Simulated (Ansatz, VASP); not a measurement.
# C (Diamond) in two plane-wave programs, part 3 of 3

One calculation is typed for both programs; each brings its own data sets and cutoff. How far apart do they land? The cell is taken from a series of VASP runs on this material, whose earlier steps may have relaxed, scaled or displaced it; both programs get it as it stands.

VASP 6.6.1 and Ansatz 0.2.0.

So far: The structure; Ansatz: zone-centre phonons, PBE; VASP: zone-centre phonons, PBE; Comparison.

## Step 5: VASP: relaxation of cell and atoms, RPBE

Level of this step: RPBE; plane waves and PAW (C) (VASP).

The relaxed volume is the usual yardstick between codes: its relative difference is about their pressure difference at one cell divided by the bulk modulus. The cell compared in this pair holds 11.57 Å³, against 11.41 Å³ for the pair before.

INCAR

```
SYSTEM = C
PREC = Accurate
ENCUT = 520
EDIFF = 1E-07
NELM = 100
ISMEAR = 0
SIGMA = 0.03
LREAL = .FALSE.
ALGO = Normal
GGA = RP
NBANDS = 10
LORBIT = 11
LWAVE = .FALSE.
LCHARG = .FALSE.
KPAR = 8
IBRION = 2
NSW = 50
ISIF = 3
EDIFFG = -0.002
```

POSCAR

```
C
1.0
    0.0000000000      1.7951051899      1.7951051899
    1.7951051899      0.0000000000      1.7951051899
    1.7951051899      1.7951051899      0.0000000000
C
2
Direct
    0.7500000000      0.7500000000      0.7500000000
    0.5000000000      0.5000000000      0.5000000000
```

KPOINTS

```
Automatic mesh
0
Gamma
14 14 14
0 0 0
```

The projector-augmented-wave data sets are C (PBE family, release 64).

Launch:

```
$ mpirun -np 8 vasp_std
```

Numbers of over 12 decimals in the logs are rounded to 6 here.

Log:

```text
[banner, memory and clock lines left out]
running    8 mpi-ranks, on    1 nodes
[...]
[... a notice as in an earlier step ...]

|                                                                             |
|               ----> ADVICE to this user running VASP <----                  |
|                                                                             |
|     You enforced a specific xc type in the INCAR file but a different       |
|     [... a line on the potential file left out ...]
|     I HOPE YOU KNOW WHAT YOU ARE DOING!                                     |
|                                                                             |

 LDA part: xc-table for (Slater+PW92), standard interpolation
 POSCAR, INCAR and KPOINTS ok, starting setup
[...]
entering main loop
       N       E                     dE             d eps       ncg     rms          rms(c)
DAV:   1     0.111759191502E+01    0.11176E+01   -0.48341E+03  2200   0.762E+02
DAV:   2    -0.174242042444E+02   -0.18542E+02   -0.17893E+02  2902   0.124E+02
[...]
1 F= -.17234755E+02 E0= -.17234755E+02  d E =-.172348E+02
[...]
N       E                     dE             d eps       ncg     rms          rms(c)
DAV:   1    -0.172347557931E+02   -0.38042E-06   -0.46137E-05  2236   0.594E-02    0.617E-03
DAV:   2    -0.172347553596E+02    0.43346E-06   -0.52622E-07  2246   0.627E-03    0.345E-03
DAV:   3    -0.172347552903E+02    0.69296E-07   -0.34513E-07  2180   0.434E-03
   2 F= -.17234755E+02 E0= -.17234755E+02  d E =0.702057E-07
 trial-energy change:    0.000000  1 .order    0.000000   -0.000002    0.000003
 step:   0.4531(harm=  0.4531)  dis= 0.00000  next Energy=   -17.234756 (dE=-0.526E-06)
[...]
N       E                     dE             d eps       ncg     rms          rms(c)
DAV:   1    -0.172347562909E+02   -0.93127E-06   -0.13944E-05  2244   0.327E-02    0.366E-03
DAV:   2    -0.172347561193E+02    0.17153E-06   -0.16673E-07  2084   0.347E-03    0.208E-03
DAV:   3    -0.172347559934E+02    0.12594E-06   -0.10295E-07  1436   0.241E-03    0.206E-04
DAV:   4    -0.172347559875E+02    0.58573E-08   -0.36045E-09  1054   0.589E-04
   3 F= -.17234756E+02 E0= -.17234756E+02  d E =-.627030E-06
[...]
reached required accuracy - stopping structural energy minimisation
```

OUTCAR, selected parts (step 5):

```text
  Total        0.0000498      0.0000498      0.0000498     -0.0000000      0.0000000      0.0000000
  in kB        0.0069048      0.0069048      0.0069048     -0.0000000      0.0000000      0.0000000
  external PRESSURE =       0.0069048 kB  Pullay stress =       0.0000000 kB

 POSITION                                       TOTAL-FORCE (eV/Angst)
 -----------------------------------------------------------------------------------
      2.69249      2.69249      2.69249        -0.000000     -0.000000      0.000000
      1.79499      1.79499      1.79499         0.000000      0.000000     -0.000000
 -----------------------------------------------------------------------------------
    total drift:                                0.000000     -0.000000      0.000000

  FREE ENERGIE OF THE ION-ELECTRON SYSTEM (eV)
  ---------------------------------------------------
  free  energy   TOTEN  =       -17.2347559875 eV

  energy  without entropy=      -17.2347559875  energy(sigma->0) =      -17.23475599

 reached required accuracy - stopping structural energy minimisation

[... 1 part as in an earlier step ...]

[... 2 further parts left out ...]
[key lines of the parts left out:]
E-fermi :   9.7805
```

The PAW data sets were made with PBE, which is usual practice but a small mismatch for other functionals.

## Step 6: Ansatz: relaxation of cell and atoms, RPBE

The same cell, functional, mesh and smearing now go to Ansatz, which takes its cutoff from its data sets.

The cell is taken from a series of VASP runs on this material, whose earlier steps may have relaxed, scaled or displaced it; both programs get it as it stands.

input.yaml

```yaml
crystal:
  lattice:
    - [0.0, 1.7951051899, 1.7951051899]
    - [1.7951051899, 0.0, 1.7951051899]
    - [1.7951051899, 1.7951051899, 0.0]
  atoms:
    - { symbol: C, position: [0.75, 0.75, 0.75] }
    - { symbol: C, position: [0.5, 0.5, 0.5] }
hamiltonian:
  xc: rpbe
  pseudopotentials: { kind: paw }
kpoints:
  mp_grid: { grid: [14, 14, 14] }
scf:
  occupations: { method: gaussian, width: 0.03 }
relax:
  f_tol: 0.01
  max_steps: 60
  cell: { stress_tol: 0.05 }
output:
  forces: true
  stress: true
  write_density: true
  write_potential: true
  elf: true
  volumetric_format: npy
```

Launch:

```
$ ansatz run input.yaml --threads 4 --pin off --max-ram 9216MiB --backend cpu --events-out ev --progress --plain --runs-dir out
```

Log:

```text
[...]
Crystal: 2 atoms, lattice volume = 11.569 Å³
Basis set: ecut = 420 eV, 229 PW (Γ), exchange–correlation on 36×36×36 points (8 copies of the dense FFT grid, shifted against one another)
Bands: 8, of which v1, the nominal top of the filled ones, is band 4 counted from 1 (3 counted from 0)
Symmetry: 48 space group operations
[...]
k-points: 104 of 2744
[...]
--- Relaxed structure (3 steps of the walk, 3 accepted, 1 SCFs on fresh bases) ---
  F+E_penalty+E_count = -504.09939628 eV   max|allowed force component| = 2.035e-16 eV/Å   (the final SCF, on the basis selected at the relaxed cell)
  cell:  # Å, volume = 11.5539 Å³
    - [0, 1.794320, 1.794320]
    - [1.794320, 0, 1.794320]
    - [1.794320, 1.794320, 0]
  atoms:
    - { symbol: C, position: [0.750000, 0.750000, 0.750000] }
    - { symbol: C, position: [0.500000, 0.500000, 0.500000] }
[key lines of the parts left out:]
SCF converged after 7 iterations
Free energy (F): -504.099396 eV
Fermi energy:    15.158294 eV
P = ⅓ Tr σ = -0.0108 GPa (-0.108 kbar)
```

Wall time 0.82 s (4 threads of AMD EPYC 9B14 (Zen 4), shared host); peak memory 0.34 GiB; 2.2 s of CPU time.

## Step 7: Differences

What differs besides the data sets and the points named for the pairs above, as far as they apply: both relaxations stop at a tolerance, which leaves soft axes loose, and VASP keeps its plane-wave basis; Ansatz makes its cores anew for this functional, VASP keeps those of its PBE data sets; Ansatz adds a Pulay correction to the stress that steers its cell, VASP none. Total energies have different zeros and are not compared.

Both answers:

```csv
quantity,Ansatz,VASP,difference
volume (Å³),11.55,11.57,-0.11 %
"edge a after relaxation, in the typed setting (Å)",2.538,2.538,-0.04 %
```

The walks stopped with -0.01 GPa left in Ansatz and 0.00 GPa in VASP; each walk ends within a tolerance, so the volume difference is uncertain by about these residues over the bulk modulus, most in soft cells.

## Step 8: What came out

```yaml
r_m_s_difference_of_the_optical_zone_centre_modes_each_program_s_sorted_by_frequency_zone_centre_phonons_pbe: 4.6 cm⁻¹
difference_in_volume_relaxation_of_cell_and_atoms_rpbe: -0.11 %
```

**Reading.** The difference in volume is -0.11 % (relaxation of cell and atoms, RPBE), within the 1.2 % picked in this series as the mark of a large difference, as far as the stopping tolerances let one tell. How closely two codes agree says nothing of how well the functional describes the real material.

[Lines on the potential files, build, host, timing and source positions are cut from VASP's logs without a mark.]

[Logs are printed without paths, hosts, clocks, repeated set-up lines and the standing remarks that a program may print on its own settings, such as how far it seeks lower states.]

[Hosts, paths, dates, database ids (printed as entryN), source tags and the programs' standing remarks are cut or masked in the printed files.]
